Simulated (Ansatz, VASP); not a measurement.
# One calculation of ZnS, two programs

```
CELL_PARAMETERS angstrom
0.00000 2.70200 2.70200
2.70200 0.00000 2.70200
2.70200 2.70200 0.00000
ATOMIC_POSITIONS crystal
Zn 0.75000 0.75000 0.75000
S 0.00000 0.00000 0.00000
```

Alike in both runs: functional PBE; k mesh 9 × 9 × 9; occupations gaussian, width 0.02 eV; no spin polarisation.

|  | VASP | Ansatz |
| --- | --- | --- |
| version | VASP 6.6.1 | Ansatz 0.2.0 |
| potentials or method | VASP PAW PBE potentials, release 64 (Zn, S) | Ansatz PAW |
| plane-wave cutoff (eV) | 520 | 420 |
| valence electrons in the cell | 18 | 18 |
| task | atomic charges | single point |

VASP gave:

| Item | Value |
| --- | --- |
| gap on the k mesh at the Fermi level (eV) | 2.11 |
| least direct gap on the mesh (eV) | 2.11 |
| pressure (GPa) | 1.8 |

Q: Which values does Ansatz return?

A: gap on the k mesh at the Fermi level (eV): 2.11; least direct gap on the mesh (eV): 2.11; pressure (GPa): 1.6.

The functional is the same, so the differences come from potentials, cutoffs and numerics.

Caveats: odd divisions of the mesh miss points on the zone boundary, where band edges often lie, so the gap on the mesh can be too wide (Ansatz). As with any semilocal functional, this PBE gap is likely too small.
